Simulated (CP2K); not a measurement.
Runs of CP2K 2026.2 on Sb. The structure is tetragonal, space group I4/mmm (No. 139). The conventional cell has a = 3.153 Å, b = 3.153 Å, c = 5.424 Å, α = 90.00°, β = 90.00°, γ = 90.00°. Around Sb (site symmetry 4/mmm) lie 12 Sb at 3.15 to 3.51 Å. This isn't the form of Sb at room conditions, which is rhombohedral.

```csv
task,level,potentials or basis,cell,k mesh,smearing,EPS_DEFAULT,k points reduced by the point group,NGRIDS,basis sets,potentials,gap on the mesh (eV),pressure (GPa)
band structure,SCAN,POTENTIAL_UZH Sb GTH-SCAN-q5; TZVP-MOLOPT-SCAN-GTH basis,as given,12 × 12 × 12,fermi-dirac 0.01 eV,1.0E-9,yes,4,Sb TZVP-MOLOPT-SCAN-GTH-q5,Sb GTH-SCAN-q5 of POTENTIAL_UZH,none,0.8
band structure,LDA,GTH_POTENTIALS Sb GTH-PADE-q5; TZVP-MOLOPT-PBE-GTH basis,as given,12 × 12 × 12,fermi-dirac 0.05 eV,1.0E-9,yes,4,Sb TZVP-MOLOPT-PBE-GTH-q5,Sb GTH-PADE-q5 of GTH_POTENTIALS,none,(a)
relaxation of cell and atoms,LDA,GTH_POTENTIALS Sb GTH-PADE-q5; TZVP-MOLOPT-PBE-GTH basis,relaxed,9 × 9 × 9,fermi-dirac 0.1 eV,1.0E-9,-,5,Sb TZVP-MOLOPT-PBE-GTH-q5,Sb GTH-PADE-q5 of GTH_POTENTIALS,none,0.0
band structure,TASK,POTENTIAL_UZH Sb GTH-SCAN-q5; TZVP-MOLOPT-SCAN-GTH basis,as given,12 × 12 × 12,fermi-dirac 0.05 eV,1.0E-9,yes,5,Sb TZVP-MOLOPT-SCAN-GTH-q5,Sb GTH-SCAN-q5 of POTENTIAL_UZH,none,2.9
relaxation of cell and atoms,LDA,GTH_POTENTIALS Sb GTH-PADE-q5; TZVP-MOLOPT-PBE-GTH basis,relaxed,9 × 9 × 9,fermi-dirac 0.0259 eV,1.0E-10,-,4,Sb TZVP-MOLOPT-PBE-GTH-q5,Sb GTH-PADE-q5 of GTH_POTENTIALS,none,0.0
```

Alike in all rows: no spin polarisation.

Task: Estimate the missing entries.

Result: (a) -1.4.

Caveats: the basis of atomic orbitals isn't converged, which shifts pressures, moduli and gaps; more than 0.5 GPa of stress was left at the end, so the final cell isn't listed (some runs); the potentials were made for another functional, which shifts forces and pressure (some runs).

A k mesh can miss the band edges, and the runs leave out spin-orbit coupling on Sb.

A gap of «none» marks a metal or a gap under the smearing width.

Not every run made on this cell is shown here.
